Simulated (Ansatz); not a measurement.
SrF₂ (fluorite, Fm-3m), plane-wave PAW PBE (Ansatz code). The conduction-band minimum lies at Γ, with 1 equivalent valley. Second derivatives d²E/dk² of the lowest band at one valley (eV·Å²), along Cartesian directions:

```csv
direction,d²E/dk²
[100],14.79
[010],14.79
[001],14.79
[110],14.79
[101],14.79
[011],14.79
```

Problem. Find the principal effective masses, the density-of-states mass and the conductivity mass.

Solution. Off-diagonal terms follow from H_xy = H[110] − (H_xx + H_yy)/2, and m*/mₑ = 7.620 eV·Å² over each eigenvalue: 0.52, 0.52, 0.52. One valley's DOS mass (m₁m₂m₃)^(1/3) = 0.52, conductivity mass 3/(Σ 1/mᵢ) = 0.52 mₑ.

Problem. What effective density of states Nc follows at 300 K for parabolic valleys?

Solution. Nc = 2.509e19 × 1 × (0.52)^(3/2) ≈ 9.4e18 cm⁻³.

Problem. With the computed static dielectric constant 7.86 (mean of the diagonal), estimate a hydrogenic donor's binding energy and radius.

Solution. E = 13.606 eV × 0.52/7.86² ≈ 110 meV; a = 0.529 Å × ε/m* ≈ 8.0 Å. Semilocal masses tend to be too small where the gap is.

The cell was relaxed with PBE under the symmetry of its start; phonons on a q-mesh show no instability. Scalar-relativistic: spin–orbit coupling is off unless named, which matters more the heavier the elements.

Potentials: the later of the program's two PAW sets.
